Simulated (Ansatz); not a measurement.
Y, 1 atom in the cell. It takes space group Fm-3m (No. 225, cubic). The conventional cell has a = 4.891 Å, b = 4.891 Å, c = 4.891 Å, α = 90.00°, β = 90.00°, γ = 90.00°. Around Y (site symmetry m-3m) lie 12 Y at 3.46 Å. This isn't the form of Y at room conditions, which is hcp. The cell isn't the ideal one: volume scaled by 0.88.

```yaml
Program: Ansatz 0.2.0
Task: band structure
Functional: PBEsol
Potentials_or_basis: all-electron LAPW, scalar-relativistic
Cutoff: 130 eV (chosen from the basis error)
Basis_error_allowed: 0.002 eV/atom
k_mesh: 9 × 9 × 9
Occupations: fermi-dirac, width 0.05 eV
Spin: no spin polarisation
Hubbard_terms: Y d U = 1 eV
Start_of_the_occupations: auto
Double_counting: fll
Hubbard_projectors: ortho-atomic
```

Potentials or basis: all-electron LAPW, scalar-relativistic.

Run with:

```sh
$ ansatz run input.yaml --threads 1 --pin off --max-ram 2560MiB --backend cpu --events-out ev --progress --plain --runs-dir out
```

Hardware: 1 thread of Intel(R) Xeon(R) 6975P-C (Granite Rapids) (shared host).

Estimate the wall time of this run.

Run time: 2.9 s on 1 thread of Intel(R) Xeon(R) 6975P-C (Granite Rapids), on a shared host, peak memory 0.27 GiB. Counts: scf iterations 7, plane waves 113, k points 35, bands 15.
